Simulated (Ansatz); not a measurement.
# Dielectric response of RbCl (001) films, part 3 of 5

Aim: the electronic and static ε of rocksalt RbCl (001) from films of several thicknesses in a field.

Ansatz 0.2.0; plane-wave DFT, LDA, Ansatz PAW.

So far. Step 8 (Relaxing in the field, 6 atoms, field -0.05 V/Å): The dipole is -0.0496 e·Å, and the gap on the mesh 4.622 eV. Step 9 (Response with the atoms relaxed, 6 atoms, units 3): The induced dipole is that of a conductor 8.29 Å thick.

## (10) Relaxing the film, 10 atoms, units 5

This step: plane-wave DFT, LDA, Ansatz PAW (Ansatz 0.2.0).

System of this step: RbCl (001), 5 units. The cell holds 10 atoms: 5 Rb and 5 Cl. Cell: a = 4.653 Å, b = 4.653 Å, c = 31.160 Å, α = 90.0°, β = 90.0°, γ = 90.0°. It derives from RbCl (rocksalt RbCl). Vacuum lies along c.

The next thickness, treated alike, so that differences show the interior and the faces cancel.

Contents of input.yaml:

```yaml
crystal:
  lattice:
    - [4.65276262, 0.0, 0.0]
    - [0.0, 4.65276262, 0.0]
    - [0.0, 0.0, 31.16]
  atoms:
    - { symbol: Rb, position: [0.5, 0.5, 0.2888318357] }
    - { symbol: Cl, position: [0.0, 0.0, 0.2888318357] }
    - { symbol: Rb, position: [0.0, 0.0, 0.3944159178] }
    - { symbol: Cl, position: [0.5, 0.5, 0.3944159178] }
    - { symbol: Rb, position: [0.5, 0.5, 0.5] }
    - { symbol: Cl, position: [0.0, 0.0, 0.5] }
    - { symbol: Rb, position: [0.0, 0.0, 0.6055840822] }
    - { symbol: Cl, position: [0.5, 0.5, 0.6055840822] }
    - { symbol: Rb, position: [0.5, 0.5, 0.7111681643] }
    - { symbol: Cl, position: [0.0, 0.0, 0.7111681643] }
kpoints:
  mp_grid: { grid: [6, 6, 1] }
hamiltonian:
  xc: lda
scf:
  occupations: { method: fixed }
  convergence: { dr2_threshold: 1.0e-09 }
efield:
  axis: 3
  dipole_correction: true
  ramp_position: 0.97
  ramp_width: 0.06
relax:
  f_tol: 0.003
  max_steps: 100
output:
  write_potential: true
  write_density: true
  volumetric_format: npy
```

On the command line:

```
$ ansatz run input.yaml --threads 8 --pin off --max-ram 12288MiB --backend cpu --events-out ev --progress --plain --runs-dir out
```

Numbers of over 12 decimals in the logs are rounded to 6 here.

What it wrote:

```text
[...]
Crystal: 10 atoms, lattice volume = 674.558 Å³
Basis set: ecut = 420 eV, 13161 PW (Γ)
Bands: 50, of which v1, the nominal top of the filled ones, is band 40 counted from 1 (39 counted from 0)
Symmetry: 8 space group operations
k-points: 10 of 36
[...]
- { symbol: Cl, position: [0.5, 0.5, 0.398230] }
    - { symbol: Rb, position: [0.5, 0.5, 0.500000] }
    - { symbol: Cl, position: [0, 0.0, 0.500000] }
    - { symbol: Rb, position: [-5.075265840616928e-18, 0.0, 0.601684] }
    - { symbol: Cl, position: [0.5, 0.5, 0.601770] }
    - { symbol: Rb, position: [0.5, 0.5, 0.702320] }
    - { symbol: Cl, position: [-1.106399493567374e-17, 0.0, 0.702665] }
[key lines of the parts left out:]
SCF converged after 6 iterations
Free energy (F): -21093.206341 eV
Fermi energy:    -2.533309 eV
Dipole field:    D = 0.000000 V/Å  (p = 0.000000 e·Å, saw-weighted, corrected)
Work function:   Φ+ = 6.2824 eV   Φ− = 6.2823 eV
```

It took 14 s on 8 threads of Arm Neoverse V2, shared host; peak memory 1.4 GiB.

Step by step:

| step | energy less that of the first step (eV) | largest force component (eV/Å) |
| --- | --- | --- |
| 1 | 0.0000 | 0.1536 |
| 2 | -0.0556 | 0.0756 |
| 3 | -0.0694 | 0.0476 |
| 4 | -0.0723 | 0.0070 |
| 5 | -0.0723 | 0.0011 |

Forces are held to the 8 operations that the run works with; a distortion that breaks them can't arise in this run.

The atoms that moved most (Å):

```
atom     dx     dy      dz  length
 Rb1  0.000  0.000   0.276   0.276
 Rb9  0.000  0.000  -0.276   0.276
Cl10  0.000  0.000  -0.265   0.265
 Cl2  0.000  0.000   0.265   0.265
 Rb3  0.000  0.000   0.122   0.122
 Rb7  0.000  0.000  -0.122   0.122
 Cl8  0.000  0.000  -0.119   0.119
 Cl4  0.000  0.000   0.119   0.119
```

The relaxation took 5 steps and lowered the energy by 0.072 eV; the largest force on the free atoms ends at 0.0011 eV/Å.

The gap is 4.62 eV, with the valence edge 6.28 eV and the conduction edge 1.66 eV under the upper vacuum level.

## (11) Single point on the relaxed film, 10 atoms, units 5

The next thickness, treated alike, so that differences show the interior and the faces cancel.

input.yaml, the sections that differ from step 10:

```yaml
crystal:
  lattice:
    - [4.65276262, 0.0, 0.0]
    - [0.0, 4.65276262, 0.0]
    - [0.0, 0.0, 31.16]
  atoms:
    - { symbol: Rb, position: [0.5, 0.5, 0.2976804653] }
    - { symbol: Cl, position: [0.0, 0.0, 0.2973349304] }
    - { symbol: Rb, position: [0.0, 0.0, 0.3983164539] }
    - { symbol: Cl, position: [0.5, 0.5, 0.3982304313] }
    - { symbol: Rb, position: [0.5, 0.5, 0.5000000017] }
    - { symbol: Cl, position: [0.0, 0.0, 0.4999999988] }
    - { symbol: Rb, position: [0.0, 0.0, 0.6016835491] }
    - { symbol: Cl, position: [0.5, 0.5, 0.6017695658] }
    - { symbol: Rb, position: [0.5, 0.5, 0.7023195365] }
    - { symbol: Cl, position: [0.0, 0.0, 0.7026650672] }
output:
  eigenvalues: true
  write_potential: true
  write_density: true
  volumetric_format: npy
  elf: true
# kpoints, hamiltonian, scf, efield: as in step 10
# relax: removed
```

What it wrote:

```text
[...]
Crystal: 10 atoms, lattice volume = 674.558 Å³
Basis set: ecut = 420 eV, 13161 PW (Γ)
Bands: 50, of which v1, the nominal top of the filled ones, is band 40 counted from 1 (39 counted from 0)
Symmetry: 8 space group operations
k-points: 10 of 36
[...]
k-point 1: bands = [... 36 lower, -2.6936, -2.6110, -2.6095, -2.5962, 2.5005, 2.7188, 3.1792, 3.5865, ... 6 higher]
  k-point 2: bands = [... 36 lower, -2.7561, -2.7552, -2.6965, -2.6226, 3.3955, 3.4874, 3.9222, 4.3633, ... 6 higher]
  k-point 9: bands = [... 36 lower, -2.6942, -2.6942, -2.6463, -2.5528, 3.3939, 3.3939, 3.9372, 3.9372, ... 6 higher]
[key lines of the parts left out:]
SCF converged after 8 iterations
Free energy (F): -21093.206341 eV
Fermi energy:    -2.533319 eV
Dipole field:    D = -0.000000 V/Å  (p = -0.000001 e·Å, saw-weighted, corrected)
Work function:   Φ+ = 6.2824 eV   Φ− = 6.2824 eV
```

It took 4.7 s on 8 threads; peak memory 1.5 GiB; 34 s of CPU time.

The gap is 4.62 eV, with the valence edge 6.28 eV and the conduction edge 1.66 eV under the upper vacuum level.

## (12) Single point, 10 atoms, units 5, field 0.05 V/Å

Edit input.yaml of step 11 so:

```diff
@@ -22,3 +22,3 @@
   occupations: { method: fixed }
-  convergence: { dr2_threshold: 1.0e-09 }
+  convergence: { dr2_threshold: 1.0e-10 }
 efield:
@@ -28,4 +28,4 @@
   ramp_width: 0.06
+  amplitude: 0.05
 output:
-  eigenvalues: true
   write_potential: true
@@ -33,2 +33 @@
   volumetric_format: npy
-  elf: true
```

What it wrote:

```text
[...]
Crystal: 10 atoms, lattice volume = 674.558 Å³
Basis set: ecut = 420 eV, 13161 PW (Γ)
Bands: 50, of which v1, the nominal top of the filled ones, is band 40 counted from 1 (39 counted from 0)
Symmetry: 8 space group operations
k-points: 10 of 36
[...]
k-point 0: bands = [... 36 lower, -2.6556, -2.5361, -2.4090, -2.4090, 2.0475, 2.3854, 2.8722, 3.2117, ... 6 higher]
  k-point 1: bands = [... 36 lower, -2.7333, -2.5895, -2.5272, -2.4846, 2.4423, 2.7492, 3.1788, 3.5688, ... 6 higher]
  k-point 2: bands = [... 36 lower, -2.8063, -2.7578, -2.6294, -2.5406, 3.2669, 3.5911, 3.9210, 4.3403, ... 6 higher]
  k-point 9: bands = [... 36 lower, -2.7165, -2.5809, -2.5809, -2.4746, 3.3842, 3.3842, 3.9381, 3.9381, ... 6 higher]
[key lines of the parts left out:]
SCF converged after 11 iterations
Free energy (F): -21093.207774 eV
Fermi energy:    -2.409008 eV
Dipole field:    D = 0.015377 V/Å  (p = 0.057325 e·Å, saw-weighted, corrected)
```

Run time: 5.2 s. Hardware: 8 threads; peak memory 1.5 GiB.

The dipole is 0.0573 e·Å, and the gap on the mesh 4.456 eV.

## (13) Atoms held, 10 atoms, units 5, field -0.05 V/Å

Edit input.yaml of step 12 so:

```diff
@@ -28,3 +28,3 @@
   ramp_width: 0.06
-  amplitude: 0.05
+  amplitude: -0.05
 output:
```

What it wrote:

```text
[...]
Crystal: 10 atoms, lattice volume = 674.558 Å³
Basis set: ecut = 420 eV, 13161 PW (Γ)
Bands: 50, of which v1, the nominal top of the filled ones, is band 40 counted from 1 (39 counted from 0)
Symmetry: 8 space group operations
k-points: 10 of 36
[...]
k-point 0: bands = [... 36 lower, -2.6556, -2.5361, -2.4090, -2.4090, 2.0475, 2.3854, 2.8722, 3.2117, ... 6 higher]
  k-point 1: bands = [... 36 lower, -2.7333, -2.5895, -2.5272, -2.4846, 2.4423, 2.7492, 3.1788, 3.5688, ... 6 higher]
  k-point 2: bands = [... 36 lower, -2.8063, -2.7578, -2.6294, -2.5406, 3.2669, 3.5911, 3.9210, 4.3403, ... 6 higher]
  k-point 9: bands = [... 36 lower, -2.7165, -2.5809, -2.5809, -2.4746, 3.3842, 3.3842, 3.9381, 3.9381, ... 6 higher]
[key lines of the parts left out:]
SCF converged after 11 iterations
Free energy (F): -21093.207774 eV
Fermi energy:    -2.409007 eV
Dipole field:    D = -0.015377 V/Å  (p = -0.057324 e·Å, saw-weighted, corrected)
```

Wall time 5.1 s (8 threads); peak memory 1.5 GiB.

The dipole is -0.0573 e·Å, and the gap on the mesh 4.456 eV.

## (14) Response with the atoms held, 10 atoms, units 5

This step: plane-wave DFT, LDA, Ansatz PAW; response to a field along the normal, atoms held (Ansatz 0.2.0).

Local field over the applied field, running mean. From the potentials at -0.05 and 0.05 V/Å; running mean over 3.29 Å, taken twice. The local field over applied field by z:

```
z (Å)  local field over applied field
    5                           0.985
    6                           0.927
    7                           0.799
    8                           0.634
    9                           0.490
   10                           0.413
   11                           0.397
   12                           0.399
   13                           0.402
   14                           0.405
   15                           0.405
   16                           0.405
   17                           0.405
   18                           0.403
   19                           0.399
   20                           0.397
   21                           0.408
   22                           0.473
   23                           0.608
   24                           0.773
   25                           0.911
   26                           0.980
```

The induced dipole is that of a conductor 9.58 Å thick.

## (15) Field on, atoms free, 10 atoms, units 5, field 0.05 V/Å

This step: plane-wave DFT, LDA, Ansatz PAW (Ansatz 0.2.0).

The same pair of relaxations in the field for this thickness.

Edit input.yaml of step 13 so:

```diff
@@ -28,3 +28,6 @@
   ramp_width: 0.06
-  amplitude: -0.05
+  amplitude: 0.05
+relax:
+  f_tol: 0.0006
+  max_steps: 70
 output:
```

What it wrote:

```text
[...]
Crystal: 10 atoms, lattice volume = 674.558 Å³
Basis set: ecut = 420 eV, 13161 PW (Γ)
Bands: 50, of which v1, the nominal top of the filled ones, is band 40 counted from 1 (39 counted from 0)
Symmetry: 8 space group operations
k-points: 10 of 36
[...]
- { symbol: Rb, position: [1.0255213037299625e-19, 0.0, 0.398395] }
    - { symbol: Cl, position: [0.5, 0.5, 0.398177] }
    - { symbol: Rb, position: [0.5, 0.5, 0.500151] }
    - { symbol: Cl, position: [-1.976547141754315e-19, 0.0, 0.499848] }
    - { symbol: Rb, position: [0, 0.0, 0.601736] }
    - { symbol: Cl, position: [0.5, 0.5, 0.601716] }
    - { symbol: Rb, position: [0.5, 0.5, 0.702527] }
    - { symbol: Cl, position: [-2.9891656971263423e-19, 0.0, 0.702435] }
[key lines of the parts left out:]
SCF converged after 6 iterations
Free energy (F): -21093.208299 eV
Fermi energy:    -2.470231 eV
Dipole field:    D = 0.021008 V/Å  (p = 0.078315 e·Å, saw-weighted, corrected)
```

Wall time 9.5 s (8 threads); peak memory 1.4 GiB; 71 s of CPU time.

Relaxation path:

```
step  energy less that of the first step (eV)  largest force component (eV/Å)
   1                                   0.0000                          0.0250
   2                                  -0.0005                          0.0034
   3                                  -0.0005                          0.0004
```

The run keeps the 8 symmetry operations that it works with, so distortions that break them were not tested.

Final coordinates:

```xyz
10
Lattice="4.6528 0.0000 0.0000 0.0000 4.6528 0.0000 0.0000 0.0000 31.1600" Properties=species:S:1:pos:R:3
Rb    2.3264    2.3264    9.2826
Cl    0.0000    0.0000    9.2581
Rb    0.0000    0.0000   12.4140
Cl    2.3264    2.3264   12.4072
Rb    2.3264    2.3264   15.5847
Cl    0.0000    0.0000   15.5753
Rb    0.0000    0.0000   18.7501
Cl    2.3264    2.3264   18.7495
Rb    2.3264    2.3264   21.8908
Cl    0.0000    0.0000   21.8879
```

The relaxation took 3 steps and lowered the energy by 5.2e-4 eV; the largest force on the free atoms ends at 3.9e-4 eV/Å.

The dipole is 0.0783 e·Å, and the gap on the mesh 4.543 eV.

## (16) Relaxing in the field, 10 atoms, units 5, field -0.05 V/Å

The opposite sign, again from the field-free geometry; the difference of the two cancels what relaxes without a field.

Edit input.yaml of step 15 so:

```diff
@@ -28,3 +28,3 @@
   ramp_width: 0.06
-  amplitude: 0.05
+  amplitude: -0.05
 relax:
```

What it wrote:

```text
[...]
Crystal: 10 atoms, lattice volume = 674.558 Å³
Basis set: ecut = 420 eV, 13161 PW (Γ)
Bands: 50, of which v1, the nominal top of the filled ones, is band 40 counted from 1 (39 counted from 0)
Symmetry: 8 space group operations
k-points: 10 of 36
[...]
- { symbol: Rb, position: [0, 0.0, 0.398264] }
    - { symbol: Cl, position: [0.5, 0.5, 0.398284] }
    - { symbol: Rb, position: [0.5, 0.5, 0.499849] }
    - { symbol: Cl, position: [1.9765783930060676e-19, 0.0, 0.500152] }
    - { symbol: Rb, position: [-1.0255248364064037e-19, 0.0, 0.601605] }
    - { symbol: Cl, position: [0.5, 0.5, 0.601823] }
    - { symbol: Rb, position: [0.5, 0.5, 0.702100] }
    - { symbol: Cl, position: [2.880719818133902e-19, 0.0, 0.702886] }
[key lines of the parts left out:]
SCF converged after 6 iterations
Free energy (F): -21093.208299 eV
Fermi energy:    -2.470229 eV
Dipole field:    D = -0.021008 V/Å  (p = -0.078315 e·Å, saw-weighted, corrected)
```

Wall time 9.4 s (8 threads); peak memory 1.4 GiB.

Step by step:

```csv
step,energy less that of the first step (eV),largest force component (eV/Å)
1,0.0000,0.0250
2,-0.0005,0.0034
3,-0.0005,0.0004
```

The run keeps the 8 symmetry operations that it works with, so distortions that break them were not tested.

Final coordinates:

```cif
data_structure
_symmetry_space_group_name_H-M 'P 1'
_symmetry_Int_Tables_number 1
_cell_length_a 4.6528
_cell_length_b 4.6528
_cell_length_c 31.1600
_cell_angle_alpha 90.000
_cell_angle_beta 90.000
_cell_angle_gamma 90.000
_cell_volume 674.56
loop_
_atom_site_label
_atom_site_type_symbol
_atom_site_fract_x
_atom_site_fract_y
_atom_site_fract_z
_atom_site_occupancy
Rb1 Rb 0.50000 0.50000 0.29747 1
Cl2 Cl 0.00000 0.00000 0.29756 1
Rb3 Rb 0.00000 0.00000 0.39826 1
Cl4 Cl 0.50000 0.50000 0.39828 1
Rb5 Rb 0.50000 0.50000 0.49985 1
Cl6 Cl 0.00000 0.00000 0.50015 1
Rb7 Rb 0.00000 0.00000 0.60160 1
Cl8 Cl 0.50000 0.50000 0.60182 1
Rb9 Rb 0.50000 0.50000 0.70210 1
Cl10 Cl 0.00000 0.00000 0.70289 1
```

The relaxation took 3 steps and lowered the energy by 5.2e-4 eV; the largest force on the free atoms ends at 3.9e-4 eV/Å.

The dipole is -0.0783 e·Å, and the gap on the mesh 4.543 eV.

## (17) Response with the atoms relaxed, 10 atoms, units 5

This step: plane-wave DFT, LDA, Ansatz PAW; response to a field along the normal, atoms relaxed (Ansatz 0.2.0).

Local field over the applied field, running mean. From the potentials at -0.05 and 0.05 V/Å; running mean over 3.29 Å, taken twice. Local field over applied field against z:

z (Å), local field over applied field and a bar from the least value:
```
        5      0.982 ##############################
        6      0.934 ############################
        7      0.697 ####################
        8      0.437 ###########
        9      0.184 ##
       10      0.136 
       11      0.189 ##
       12      0.259 ####
       13      0.279 #####
       14      0.240 ####
       15      0.200 ##
       16      0.189 ##
       17      0.233 ###
       18      0.271 #####
       19      0.273 #####
       20      0.200 ##
       21      0.141 
       22      0.143 
       23      0.396 #########
       24      0.656 ##################
       25      0.905 ###########################
       26      0.975 ##############################
```

The induced dipole is that of a conductor 13.09 Å thick.

## (18) Relaxation, 16 atoms, units 8

This step: plane-wave DFT, LDA, Ansatz PAW (Ansatz 0.2.0).

System of this step: RbCl (001), 8 units. The cell holds 16 atoms: 8 Rb and 8 Cl. Its edges and angles: a = 4.653 Å, b = 4.653 Å, c = 41.030 Å, α = 90.0°, β = 90.0°, γ = 90.0°. It derives from RbCl (rocksalt RbCl). Vacuum lies along c.

The next thickness, treated alike, so that differences show the interior and the faces cancel.

Contents of input.yaml:

```yaml
crystal:
  lattice:
    - [4.65276262, 0.0, 0.0]
    - [0.0, 4.65276262, 0.0]
    - [0.0, 0.0, 41.03]
  atoms:
    - { symbol: Rb, position: [0.5, 0.5, 0.2193516939] }
    - { symbol: Cl, position: [0.0, 0.0, 0.2193516939] }
    - { symbol: Rb, position: [0.0, 0.0, 0.2995369242] }
    - { symbol: Cl, position: [0.5, 0.5, 0.2995369242] }
    - { symbol: Rb, position: [0.5, 0.5, 0.3797221545] }
    - { symbol: Cl, position: [0.0, 0.0, 0.3797221545] }
    - { symbol: Rb, position: [0.0, 0.0, 0.4599073848] }
    - { symbol: Cl, position: [0.5, 0.5, 0.4599073848] }
    - { symbol: Rb, position: [0.5, 0.5, 0.5400926152] }
    - { symbol: Cl, position: [0.0, 0.0, 0.5400926152] }
    - { symbol: Rb, position: [0.0, 0.0, 0.6202778455] }
    - { symbol: Cl, position: [0.5, 0.5, 0.6202778455] }
    - { symbol: Rb, position: [0.5, 0.5, 0.7004630758] }
    - { symbol: Cl, position: [0.0, 0.0, 0.7004630758] }
    - { symbol: Rb, position: [0.0, 0.0, 0.7806483061] }
    - { symbol: Cl, position: [0.5, 0.5, 0.7806483061] }
kpoints:
  mp_grid: { grid: [6, 6, 1] }
hamiltonian:
  xc: lda
scf:
  occupations: { method: fixed }
  convergence: { dr2_threshold: 1.0e-09 }
efield:
  axis: 3
  dipole_correction: true
  ramp_position: 0.97
  ramp_width: 0.06
relax:
  f_tol: 0.003
  max_steps: 100
output:
  write_potential: true
  write_density: true
  volumetric_format: npy
```

What it wrote:

```text
[...]
Crystal: 16 atoms, lattice volume = 888.226 Å³
Basis set: ecut = 420 eV, 17297 PW (Γ)
Bands: 80, of which v1, the nominal top of the filled ones, is band 64 counted from 1 (63 counted from 0)
Symmetry: 8 space group operations
k-points: 10 of 36
[...]
- { symbol: Rb, position: [0.5, 0.5, 0.538576] }
    - { symbol: Cl, position: [0, 0.0, 0.538619] }
    - { symbol: Rb, position: [0, 0.0, 0.615804] }
    - { symbol: Cl, position: [0.5, 0.5, 0.615732] }
    - { symbol: Rb, position: [0.5, 0.5, 0.692977] }
    - { symbol: Cl, position: [0, 0.0, 0.693084] }
    - { symbol: Rb, position: [0, 0.0, 0.769428] }
    - { symbol: Cl, position: [0.5, 0.5, 0.769676] }
[key lines of the parts left out:]
SCF converged after 5 iterations
Free energy (F): -33749.410319 eV
Fermi energy:    -1.727223 eV
Dipole field:    D = 0.000000 V/Å  (p = 0.000000 e·Å, saw-weighted, corrected)
Work function:   Φ+ = 6.2822 eV   Φ− = 6.2822 eV
```

Wall time 47 s (8 threads); peak memory 2.6 GiB; 5.9 min of CPU time.

The steps of the relaxation:

| step | energy less that of the first step (eV) | largest force component (eV/Å) |
| --- | --- | --- |
| 1 | 0.0000 | 0.1536 |
| 2 | -0.0716 | 0.0829 |
| 3 | -0.1092 | 0.0424 |
| 4 | -0.1154 | 0.0320 |
| 5 | -0.1164 | 0.0090 |
| 6 | -0.1165 | 0.0030 |
| 7 | -0.1165 | 0.0002 |

Forces are held to the 8 operations that the run works with; a distortion that breaks them can't arise in this run.

The atoms that moved most (Å):

| atom | dx | dy | dz | length |
| --- | --- | --- | --- | --- |
| Rb1 | 0.000 | 0.000 | 0.460 | 0.460 |
| Rb15 | 0.000 | 0.000 | -0.460 | 0.460 |
| Cl16 | 0.000 | 0.000 | -0.450 | 0.450 |
| Cl2 | 0.000 | 0.000 | 0.450 | 0.450 |
| Rb3 | 0.000 | 0.000 | 0.307 | 0.307 |
| Rb13 | 0.000 | 0.000 | -0.307 | 0.307 |
| Cl14 | 0.000 | 0.000 | -0.303 | 0.303 |
| Cl4 | 0.000 | 0.000 | 0.303 | 0.303 |

The electron's electrostatic potential energy less the highest filled level oscillates, so the rows of the table below give means over windows of 3.13 Å about each position, cut where the curve ends. Its maxima inside the range that stand out by 2 % of the span (Å: eV): 12.5: 0.711, 15.8: 0.704, 18.9: 0.707, 22.1: 0.707, 25.2: 0.704, 28.5: 0.711. Its minima: 11.0: 0.0384, 14.2: 0.157, 17.4: 0.149, 20.5: 0.143, 23.6: 0.149, 26.8: 0.157, 30.1: 0.0383.

Running mean over 3.29 Å of the planar mean; the ramp of the sawtooth is left out. The electron's electrostatic potential energy less the highest filled level by z; means over each step:

z (Å), electron's electrostatic potential energy less the highest filled level (eV) and a bar:
```
     5.13       6.27 ##############################
     8.26       2.70 ############
    11.39       0.47 
    14.52       0.51 
    17.65       0.51 
    20.78       0.50 
    23.91       0.51 
    27.04       0.51 
    30.17       0.47 
    33.30       3.62 ################
    36.43       6.28 ##############################
```

The relaxation took 7 steps and lowered the energy by 0.12 eV; the largest force on the free atoms ends at 2.2e-4 eV/Å.

The gap is 4.59 eV, with the valence edge 6.28 eV and the conduction edge 1.69 eV under the upper vacuum level.

(Continued in part 4 of 5.)

[Logs are printed without paths, hosts, clocks, repeated set-up lines and the standing remarks that a program may print on its own settings, such as how far it seeks lower states.]

[Hosts, paths, dates, database ids (printed as entryN), source tags and the programs' standing remarks are cut or masked in the printed files.]

[Maps of the electrostatic potential energy from Ansatz leave out the sawtooth potential of an applied field or a dipole correction, so their vacuum need not be flat; planar profiles and work functions include it.]
